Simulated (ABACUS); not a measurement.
# SiNi under changes of volume

One of the cells (11.288 Å³/atom); the others are scaled copies at fixed shape and fractional positions:

```
Ni Si
1.0
     2.94277    0.00000    0.00000
     0.00000    3.28033    0.00000
     0.00000    0.00000    4.67745
Ni Si
2 2
Direct
  0.50000 0.50000 0.34250
  0.00000 0.00000 0.65750
  0.50000 0.50000 0.84314
  0.00000 0.00000 0.15686
```

The cell is a database's computed one.

| Property | Result |
| --- | --- |
| Program | ABACUS 3.10.1 |
| Functional | PBEsol |
| Potentials or basis | PseudoDojo NC SR 0.4.1 PBEsol standard |
| Cutoff | 1333 eV |
| Density cutoff | 5333 eV |
| Basis | plane waves |
| k mesh | 9 × 8 × 6 |
| Occupations | fermi-dirac, width 0.05 eV |
| Spin | collinear spin, ferromagnetic start |
| Starting moments | [1.0, 1.0, 0.0, 0.0] μB |

| volume (Å³/atom) | energy over the lowest point (meV/atom) | pressure (GPa) | largest force (eV/Å) |
| --- | --- | --- | --- |
| 10.611 | ? | ? | ? |
| 10.837 | 12.62 | 9.2 | 0.181 |
| 11.062 | 3.11 | 4.4 | 0.111 |
| 11.288 | 0.00 | 0.1 | 0.089 |
| 11.514 | 2.61 | -3.7 | 0.125 |
| 11.740 | 10.32 | -7.1 | 0.158 |
| 11.965 | 22.59 | -10.2 | 0.189 |

Question: What does the run at 10.611 Å³/atom give?

Answer: Energy over the lowest point 29.26 meV/atom; pressure 14.5 GPa; largest force 0.251 eV/Å.

Worked out: A Birch-Murnaghan fit of order 3 (a polynomial in V^(-2/3)) to the other rows has its minimum at 11.29 Å³/atom with B0 = V·E''(V) = 202 GPa and B' = 4.6 at fixed shape and positions, which overstates the stiffness. It gives 29.33 meV/atom at 10.611 Å³/atom, against the run's 29.26, and -dE/dV = 14.6 GPa, against 14.5.

Energies are extrapolated to zero smearing.
